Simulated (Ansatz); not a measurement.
**Nudged elastic band run: TiSi$_{16}$**

The input (input.yaml):

```yaml
crystal:
  lattice:
    - [0.0, 5.43, 5.43]
    - [5.43, 0.0, 5.43]
    - [5.43, 5.43, 0.0]
  atoms:
    - { symbol: Si, position: [-0.00280008, -0.00368448, 0.00409523] }
    - { symbol: Si, position: [0.12308858, 0.12022781, 0.11712904] }
    - { symbol: Si, position: [-0.00076676, -0.00205858, 0.50186342] }
    - { symbol: Si, position: [0.12243365, 0.11980893, 0.6409244] }
    - { symbol: Si, position: [-0.00119405, 0.501417, -0.00513466] }
    - { symbol: Si, position: [0.12082279, 0.63419547, 0.12265356] }
    - { symbol: Si, position: [-0.00126028, 0.50097634, 0.50560447] }
    - { symbol: Si, position: [0.13213292, 0.62391471, 0.62209006] }
    - { symbol: Si, position: [0.50350507, -0.00232941, -0.00673151] }
    - { symbol: Si, position: [0.63548148, 0.11905621, 0.12267351] }
    - { symbol: Si, position: [0.5029395, -0.00232715, 0.5059965] }
    - { symbol: Si, position: [0.62572763, 0.13197499, 0.62114571] }
    - { symbol: Si, position: [0.50304948, 0.50161872, -0.00212351] }
    - { symbol: Si, position: [0.62516889, 0.62394255, 0.12686894] }
    - { symbol: Si, position: [0.50275515, 0.50242618, 0.49745877] }
    - { symbol: Si, position: [0.62504652, 0.62384583, 0.62437693] }
    - { symbol: Ti, position: [0.2493677, 0.24755068, 0.25197535] }
basis:
  ecutwfc: 420.0
kpoints:
  mp_grid: { grid: [2, 2, 2] }
hamiltonian:
  xc: pbe
  pseudopotentials: { kind: paw, azcp: { folder: soft_1 } }
scf:
  occupations: { method: gaussian, width: 0.02 }
  lower_state_search: "off"
neb:
  images: 5
  f_tol: 0.05
  initial_path: linear
  max_iterations: 41
  spring: { min: 2.0, max: 10.0 }
  final_atoms:
    - { symbol: Si, position: [0.00102841, -0.00189773, 0.0002222] }
    - { symbol: Si, position: [0.12336057, 0.12712842, 0.122458] }
    - { symbol: Si, position: [-0.00933166, 0.00230949, 0.50474709] }
    - { symbol: Si, position: [0.1235919, 0.13031447, 0.6266277] }
    - { symbol: Si, position: [0.00103502, 0.50071861, 0.00021261] }
    - { symbol: Si, position: [0.12260374, 0.62744309, 0.12257762] }
    - { symbol: Si, position: [0.0009134, 0.50294824, 0.49323285] }
    - { symbol: Si, position: [0.12357681, 0.6195146, 0.62662909] }
    - { symbol: Si, position: [0.50604764, 0.00212209, -0.01023795] }
    - { symbol: Si, position: [0.62719484, 0.13188412, 0.12198493] }
    - { symbol: Si, position: [0.50475833, 0.0082433, 0.50250811] }
    - { symbol: Si, position: [0.62869289, 0.1216362, 0.62811278] }
    - { symbol: Si, position: [0.49305194, 0.50389673, -0.00077518] }
    - { symbol: Si, position: [0.62720458, 0.61899826, 0.12198272] }
    - { symbol: Si, position: [0.50473675, 0.48455932, 0.50251026] }
    - { symbol: Si, position: [0.6268793, 0.6236932, 0.62579525] }
    - { symbol: Ti, position: [0.37737555, -0.12664592, 0.37597585] }
  order_check: true
```

Launched with:

```bash
$ ansatz run input.yaml --threads 1 --pin off --max-ram 3072MiB --backend cpu --events-out ev --progress --plain --runs-dir out
```

Output, in part (warnings, iteration lines):

```
NEB end point (image 0): max|allowed force component| = 4.361e-3 eV/Å (the criterion of neb.relax_end_points is 1.000e-2)
NEB end point (image 6): max|allowed force component| = 1.249e-2 eV/Å (the criterion of neb.relax_end_points is 1.000e-2)
NEB iter   1: max|band force component| = 2.227e0 eV/Å  barrier→ = 2.4991 eV  barrier← = 2.4990 eV  Δτ_max = 0.1307 Å  (72 SCF iters)
NEB iter   2: max|band force component| = 8.409e-1 eV/Å  barrier→ = 1.8721 eV  barrier← = 1.8721 eV  Δτ_max = 0.1425 Å  (39 SCF iters)
NEB iter   3: max|band force component| = 2.360e-1 eV/Å  barrier→ = 1.7351 eV  barrier← = 1.7350 eV  CI = image 3  Δτ_max = 0.0359 Å  (39 SCF iters)
NEB iter   4: max|band force component| = 5.739e-2 eV/Å  barrier→ = 1.7294 eV  barrier← = 1.7293 eV  CI = image 3  Δτ_max = 0.1177 Å  (34 SCF iters)
NEB iter   5: max|band force component| = 1.439e-1 eV/Å  barrier→ = 1.7102 eV  barrier← = 1.7102 eV  CI = image 3  Δτ_max = 0.0358 Å  (38 SCF iters)
NEB iter   6: max|band force component| = 3.488e-2 eV/Å  barrier→ = 1.7106 eV  barrier← = 1.7106 eV  CI = image 3  CI's point: of a kind that is not told: the force calls were inconclusive, a negative curvature could not be distinguished from the path's own, the only one lies far off the path, or fixed occupations may fill a level only in part  Δτ_max = 0.0000 Å  (308 SCF iters)
```

It converged. By the program's own check the climbing image is of a kind that is not told: the force calls were inconclusive, a negative curvature could not be distinguished from the path's own, the only one lies far off the path, or fixed occupations may fill a level only in part (lowest curvatures found: -3.71 and -0.01 eV/Å²). Limits of this set-up: coarse k mesh.

Final band (atoms are numbered from 1 in the order of the input):

```csv
image,path coordinate (Å),energy (eV),Si5–Ti17 (Å),Si6–Ti17 (Å),Si7–Ti17 (Å)
0,0.00,0.00,2.76,2.42,2.75
1,0.77,0.55,2.98,2.51,2.98
2,1.19,1.38,3.25,2.86,3.25
3,1.54,1.71,3.51,3.21,3.51
4,1.90,1.37,3.79,3.59,3.79
5,2.34,0.50,4.14,4.03,4.14
6,3.18,0.00,4.49,4.67,4.47
```

Run time: 8.8 min on 1 thread of Arm Neoverse V1, with other jobs on the host, peak memory 0.96 GiB.
